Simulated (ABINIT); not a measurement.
Crystal: Hf.

```
Hf
1.0
    -1.80500    1.80500    1.80500
     1.80500   -1.80500    1.80500
     1.80500    1.80500   -1.80500
Hf
1
Direct
  0.00000 0.00000 0.00000
```

This isn't the form of Hf at room conditions, which is hcp.

- Program: ABINIT 10.8.3 (patched build)
- Task: relaxation of cell and atoms
- Functional: PBEsol
- Potentials or basis: PseudoDojo NC SR PBEsol v0.4.1 standard
- Cutoff: 789 eV
- k mesh: 8 × 8 × 8
- Occupations: fermi-dirac, width 0.05 eV
- Spin: no spin polarisation

At the start: pressure -9.0 GPa; volume 23.52 Å³/atom.

Q: Where does the relaxation end?

A: Over 5 steps the energy falls by 64.2 meV/atom and the volume is 21.39 Å³/atom (-9.0 %); space group Im-3m (No. 229, to 0.05 Å).

The path:
```csv
step,energy change (eV),largest force (eV/Å),pressure (GPa),volume (Å³)
1,0.0000,0.0000,-9.03,23.52
2,-0.0317,0.0000,-6.69,22.88
3,-0.0639,0.0000,0.64,21.27
4,-0.0642,0.0000,-0.03,21.40
5,-0.0642,0.0000,0.00,21.39
```

Final structure:
```
CELL_PARAMETERS angstrom
-1.74884 1.74884 1.74884
1.74884 -1.74884 1.74884
1.74884 1.74884 -1.74884
ATOMIC_POSITIONS crystal
Hf 0.00000 0.00000 0.00000
```
